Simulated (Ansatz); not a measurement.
BN, a slab with vacuum:

```
B N
1.0
     2.50399    0.00000    0.00000
    -1.25200    2.16852    0.00000
     0.00000    0.00000   24.99180
B N
4 4
Direct
  0.66667 0.33333 0.30010
  0.33333 0.66667 0.43337
  0.66667 0.33333 0.56663
  0.33333 0.66667 0.69990
  0.33333 0.66667 0.30010
  0.66667 0.33333 0.43337
  0.33333 0.66667 0.56663
  0.66667 0.33333 0.69990
```

The cell isn't the ideal one: the (0 0 1) slab of BN, cut from the database cell, not relaxed.

Base run:

- Program: Ansatz 0.2.0
- Functional: BLYP
- Potentials or basis: Ansatz PAW
- Cutoff: 420 eV
- Density cutoff: 1680 eV
- k mesh: 12 × 12 × 1
- Occupations: fermi-dirac, width 0.05 eV
- Spin: no spin polarisation

Its results: band gap on the k mesh 4.40 eV, indirect (least direct gap 4.72 eV); largest force 0.083 eV/Å.

After a change of settings the same cell gave: band gap on the k mesh 4.90 eV, indirect (least direct gap 5.34 eV); largest force 0.043 eV/Å. Which change was it?
A. functional from BLYP to RPBE
B. functional from BLYP to PBE; potentials or basis from Ansatz PAW to Ansatz NC; cutoff from 420 eV to 1240 eV; density cutoff from 1680 eV to 4960 eV
C. functional from BLYP to PBEsol
D. functional from BLYP to r2SCAN; cutoff from 420 eV to 500 eV; density cutoff from 1680 eV to 2000 eV

D.

r2SCAN gives the wider gap, since meta-GGAs in the generalised Kohn-Sham scheme recover part of the derivative discontinuity.

Caveats: the PAW data sets come from PBE, with cores solved anew for the run's functional, which leaves a small shift of forces and pressure; the density of states is complete only up to the lowest level of the last band computed; the potentials were made for another functional, which shifts forces and pressure (some runs).

Not every run made on this cell is shown here.
